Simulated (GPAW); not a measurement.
A run of GPAW 26.7.0 is set up as follows.

The input run.py:

```python
from ase.io import read
from gpaw import PW
from gpaw.dft import DFT

atoms = read('FeO.cif')
atoms.set_initial_magnetic_moments([3.0, 0.0])

dft = DFT(atoms,
          mode=PW(800),
          xc='PBE',
          kpts={'size': (11, 11, 11), 'gamma': True},
          occupations={'name': 'fermi-dirac', 'width': 0.05},
          nbands=17,
          convergence={'density': 1e-05, 'energy': 1e-05},
          maxiter=150,
          txt='gpaw.txt')
print(f'Energy: {dft.calculate_energy():.6f} eV')
print('Forces (eV/A):')
print(dft.calculate_forces().round(4))
print('Stress (eV/A^3):', dft.calculate_stress().round(6))
print('Moments:', dft.magmoms()[1].round(3))
dft.write_gpw_file('gs.gpw')
```

Contents of FeO.cif:

```cif
data_FeO
_cell_length_a 3.06985759
_cell_length_b 3.06985759
_cell_length_c 3.06985759
_cell_angle_alpha 59.30691343
_cell_angle_beta 59.30691343
_cell_angle_gamma 59.30691343
_space_group_name_H-M_alt 'P1'
_space_group_name_Hall 'P 1'
_space_group_IT_number 1
loop_
_space_group_symop_operation_xyz
'x,y,z'
loop_
_atom_site_label
_atom_site_type_symbol
_atom_site_symmetry_multiplicity
_atom_site_Wyckoff_symbol
_atom_site_fract_x
_atom_site_fract_y
_atom_site_fract_z
_atom_site_occupancy
Fe1 Fe 1 a 0.0000000000 0.0000000000 0.0000000000 1
O1 O 1 a 0.5000000000 0.5000000000 0.5000000000 1
```

Potentials or basis: GPAW PAW data sets (gpaw-data 1.2.1), pw.

The run is started by

```sh
$ OMP_NUM_THREADS=1 python run.py
```

What does it give for the pressure?

-0.2 GPa.

Estimate the site moments.

Fe +3.55; O +0.24 μB.

Predict the net moment.

4.00 μB per cell.

Stress tensor (GPa, compression positive):
```
-0.51 -0.33 -0.23
-0.33 -0.12 -0.13
-0.23 -0.13 -0.02
```

Caveat: a cell with one magnetic atom can't hold antiferromagnetic order, which such compounds often take.
